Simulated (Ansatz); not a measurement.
Space group Im-3m (No. 229). a = 5.670 Å, b = 5.670 Å, c = 5.670 Å, α = 90.00°, β = 90.00°, γ = 90.00°
```csv
atom,site,symmetry,x,y,z
Rb,2a,m-3m,0.0000,0.0000,0.0000
```

Equation of state of this Rb structure (not necessarily the ground state), with shape and atoms relaxed at each volume where symmetry leaves them free. It has no gap at any of these volumes. Method: DFT PBE, scalar-relativistic, plane waves, PAW (Ansatz).

Plane waves to 420 eV, a k mesh through Γ of 10×10×10 on the computed 1-atom cell and Gaussian smearing (0.10 eV); no spin polarisation.

```json
{"V (Å³/atom)": "80.206", "E − E(largest V) (meV/atom)": "7.81", "P (GPa)": "0.46"}
{"V (Å³/atom)": "82.940", "E − E(largest V) (meV/atom)": "1.15", "P (GPa)": "0.32"}
{"V (Å³/atom)": "85.675", "E − E(largest V) (meV/atom)": "-3.28", "P (GPa)": "0.20"}
{"V (Å³/atom)": "88.409", "E − E(largest V) (meV/atom)": "-5.78", "P (GPa)": "0.09"}
{"V (Å³/atom)": "91.143", "E − E(largest V) (meV/atom)": "-6.61", "P (GPa)": "0.00"}
{"V (Å³/atom)": "93.878", "E − E(largest V) (meV/atom)": "-6.00", "P (GPa)": "-0.07"}
{"V (Å³/atom)": "96.612", "E − E(largest V) (meV/atom)": "-4.14", "P (GPa)": "-0.14"}
{"V (Å³/atom)": "100.258", "E − E(largest V) (meV/atom)": "0.00", "P (GPa)": "-0.22"}
```

Problem. Fit a third-order Birch–Murnaghan equation to E(V).

Solution. V0 = 91.29 Å³/atom, B0 = 3 GPa, B0' = 3.8.